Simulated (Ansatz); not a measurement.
BaSnO₃:
Space group Pm-3m (No. 221); a = b = c = 4.122 Å, α = β = γ = 90.00°

| atom | site | symmetry | x | y | z |
|---|---|---|---|---|---|
| Ba | 1a | m-3m | 0.0000 | 0.0000 | 0.0000 |
| Sn | 1b | m-3m | 0.5000 | 0.5000 | 0.5000 |
| O | 3c | 4/mm.m | 0.0000 | 0.5000 | 0.5000 |

Relaxed with PBEsol.

### Question
Which orbitals make up the states near the band edges in DFT-PBEsol in the program Ansatz with PAW potentials?

### Answer
Top 1 eV of the valence band: O 2p 95 %. Bottom 1 eV of the conduction band: Sn 5s 56 %, O 2s 22 %, O 2p 17 %. Projections are on Löwdin-orthogonalised atomic valence shells; empty p or d shells of many metals are not among them.

### Question
Tabulate the density of states.

### Answer
States/eV per cell of 5 atoms, in 0.25 eV bins, energy from the valence-band maximum.

```
E (eV)  total  O 2p  Sn 5s  Sn 5p
------  -----  ----  -----  -----
-7.85    0.37  0.20   0.13   0.01
-7.60    0.44  0.24   0.15   0.02
-7.35    0.52  0.29   0.17   0.02
-7.10    0.65  0.36   0.20   0.03
-6.85    0.87  0.48   0.26   0.04
-6.60    0.88  0.49   0.25   0.05
-6.35    0.79  0.46   0.21   0.06
-6.10    0.70  0.41   0.17   0.07
-5.85    0.61  0.37   0.13   0.07
-5.60    0.53  0.33   0.10   0.07
-5.35    0.40  0.25   0.06   0.06
-5.10    0.29  0.19   0.03   0.05
-4.85    0.17  0.12   0.01   0.03
-4.60    1.48  1.06   0.01   0.35
-4.35    2.02  1.47   0.01   0.46
-4.10    1.53  1.12   0.02   0.32
-3.85    1.19  0.87   0.02   0.22
-3.60    1.09  0.81   0.02   0.18
-3.35    1.03  0.77   0.02   0.16
-3.10    0.97  0.74   0.02   0.14
-2.85    1.61  1.27   0.02   0.14
-2.60    2.43  1.99   0.01   0.11
-2.35    3.68  3.00   0.01   0.17
-2.10    2.63  2.14   0.02   0.14
-1.85    2.19  1.84   0.02   0.09
-1.60   10.83  9.77   0.02   0.08
-1.35    6.02  5.56   0.01   0.07
-1.10    5.27  4.92   0.01   0.07
-0.85    6.86  6.49   0.00   0.05
-0.60    6.76  6.43   0.00   0.04
-0.35    4.54  4.37   0.00   0.03
-0.10    1.91  1.87   0.00   0.01
0.15     0.00  0.00   0.00   0.00
0.40     0.00  0.00   0.00   0.00
0.65     0.00  0.00   0.00   0.00
0.90     0.00  0.00   0.00   0.00
1.15     0.01  0.00   0.01   0.00
1.40     0.03  0.00   0.02   0.00
1.65     0.05  0.01   0.03   0.00
1.90     0.07  0.01   0.04   0.00
2.15     0.09  0.02   0.05   0.00
2.40     0.11  0.03   0.06   0.00
2.65     0.14  0.03   0.07   0.01
2.90     0.16  0.04   0.08   0.01
3.15     0.19  0.05   0.09   0.01
3.40     0.22  0.06   0.11   0.01
3.65     0.27  0.08   0.13   0.02
3.90     0.31  0.09   0.14   0.02
4.15     0.36  0.11   0.16   0.03
4.40     0.41  0.12   0.19   0.04
4.65     0.54  0.17   0.24   0.05
4.90     0.74  0.23   0.32   0.07
5.15     0.96  0.24   0.33   0.10
5.40     1.44  0.25   0.33   0.31
5.65     1.82  0.27   0.33   0.44
```

Symmetry was held in the PBEsol relaxation. Scalar-relativistic: spin–orbit coupling is off unless named, which matters more the heavier the elements.

Potentials: the later of the program's two PAW sets.
